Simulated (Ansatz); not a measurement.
An Ansatz input:

```yaml
crystal:
  lattice:
    - [4.6702300771, 0.0, 0.0]
    - [-2.3351150385, 4.0445378883, 0.0]
    - [0.0, 0.0, 15.2618303144]
  atoms:
    - { symbol: Ba, position: [0.0, 1.0, 1.0] }
    - { symbol: Ba, position: [0.0, 1.0, 0.5] }
    - { symbol: Ba, position: [0.3333333333, 0.6666666667, 0.25] }
    - { symbol: Ba, position: [0.6666666667, 0.3333333333, 0.75] }
hamiltonian:
  xc: rpbe
  pseudopotentials:
    kind: paw
    azcp:
      Ba: "pseudopotentials/Ba.paw.azcp"
basis:
  ecutwfc: 420
  fft_grid_basis: typed
kpoints:
  mp_grid: { grid: [9, 9, 3], shift: [0, 0, 0] }
magnetization:
  spin_polarized: false
scf:
  occupations: { method: fermi_dirac, width: 0.1 }
  lower_state_search: "off"
output:
  stress: true
```

and its output:

```
Engine: ansatz 0.2.0, aarch64-unknown-linux-gnu
Pseudopotentials: kind: paw
Pseudopotential: Ba, paw, valence charge 10, recommended cutoff 420 eV (normal) 
Functional definition: RPBE
  parameter kappa = 0.804
  parameter beta = 0.06672455060314922
  exchange = rpbe_x(kappa = kappa, mu = beta*pi^2/3)
  correlation = pbe_c(beta = beta)
Crystal: 4 atoms, lattice volume = 288.280 Å³
Basis set: ecut = 420 eV, 5637 PW (Γ)
Bands: 24, of which v1, the nominal top of the filled ones, is band 20 counted from 1 (19 counted from 0)
Symmetry: 24 space group operations
Space group: P63/mmc (ITA 194), of the structure as read, at distance tolerance 6.6e-5 Å
k-points: 24 of 243
Non-local potential: Ba, projectors of the file, l = 0: 3, l = 1: 2, l = 2: 2, l = 3: 2
PAW form: soft (Blöchl's): semilocal exchange-correlation on the pseudo side does not see the compensation charge
PAW frozen core: Ba, regenerated for the run's functional, and the local potential with it (the file was generated under x = pbe(κ = 0.804, μ = 0.2195149727645171), c = pbe(β = 0.06672455060314922))
PAW one-centre angular grid: Ba, 194 points (default); XC on 64 Gauss nodes
Initial density: superposition of atomic densities (neutral atoms: chi_scale 0, normalization atom), corrected by the library's trained network
Initial wavefunctions: pseudopotential atomic-orbital guess
Functional: x = rpbe, c = pbe(β = 0.06672455060314922)
SCF iter   1: F=—  HF=-23836.852464 eV  |F-HF|=—  |Δ(HF+E_count)|=         —  Δρ=1.34e-3  dr2=9.90e-3  ethr=1.77e-3  ⟨swp⟩=8.9  Hψ=6850  notcnv=0
automatic band count: the SCF goes on with 28 bands, as 24 were too few: the levels above may hold too much charge
SCF iter   2: F=—  HF=-23836.855532 eV  |F-HF|=—  |Δ(HF+E_count)|=   3.07e-3  Δρ=9.43e-4  dr2=5.14e-3  ethr=2.48e-5  ⟨swp⟩=2.2  Hψ=1273  notcnv=0
SCF iter   3: F=—  HF=-23836.856737 eV  |F-HF|=—  |Δ(HF+E_count)|=   1.20e-3  Δρ=2.77e-4  dr2=5.49e-4  ethr=1.28e-5  ⟨swp⟩=2.2  Hψ=818  notcnv=0
SCF iter   4: F=—  HF=-23836.856684 eV  |F-HF|=—  |Δ(HF+E_count)|=   5.34e-5  Δρ=1.75e-4  dr2=9.74e-5  ethr=1.37e-6  ⟨swp⟩=1.6  Hψ=879  notcnv=0
SCF iter   5: F=—  HF=-23836.856793 eV  |F-HF|=—  |Δ(HF+E_count)|=   1.09e-4  Δρ=1.92e-5  dr2=4.83e-7  ethr=2.43e-7  ⟨swp⟩=3.0  Hψ=1316  notcnv=0
SCF iter   6: F=-23836.856794 eV  HF=-23836.856794 eV  |F-HF|=3.88e-8  |Δ(HF+E_count)|=   1.05e-6  Δρ=5.49e-6  dr2=7.50e-8  ethr=2.50e-10  ⟨swp⟩=5.0  Hψ=2715  notcnv=0
SCF 1 converged in 6 iterations: F = -23836.856794 eV  dr2 = 7.50e-8
SCF converged after 6 iterations
Free energy (F): -23836.856794 eV
Harris-Foulkes:  -23836.856794 eV  (|F-HF|=3.88e-8)
Internal energy: -23836.610132 eV  (E = F + TS)
E sigma→0 (E₀):  -23836.733463 eV
Entropy (-TS):   -0.246661 eV (-61.665 meV/atom)
Fermi energy:    5.036130 eV
--- Per-component energies (eV) ---
  E_band       = -381.619329
  E_kinetic    = 663.169398
  E_local      = -1642.511703  (includes V_loc(G=0)·N_el)
  E_nonlocal   = 225.192550
  E_hartree    = 522.284848
  E_xc         = -666.224545
  E_vxc        = -531.812982  (∫ρ·V_xc dr)
  E_paw        = -20939.556546  (= ΣΔE_a)
  E_vpaw       = -140.220674  (= ΣTr[D̂ρ^β])
  E_aug_tail   = -0.000007  (compensation charges beyond the density's cutoff)
  E_ewald      = -1998.764338
  E_core_change = -0.199789  (= ΣΔE_core)
  E_smearing   = -0.246661  (= −TS)
  E_closure    = 0.000000  (closes the sum)
  Σ components = -23836.856794   (vs F -23836.856794, Δ=0.00e0)
--- Stress (GPa, compression-positive) ---
       -0.229851      -0.000000       0.000000
       -0.000000      -0.229851       0.000000
        0.000000       0.000000      -0.226804
  P = ⅓ Tr σ = -0.2288 GPa (-2.288 kbar)
```
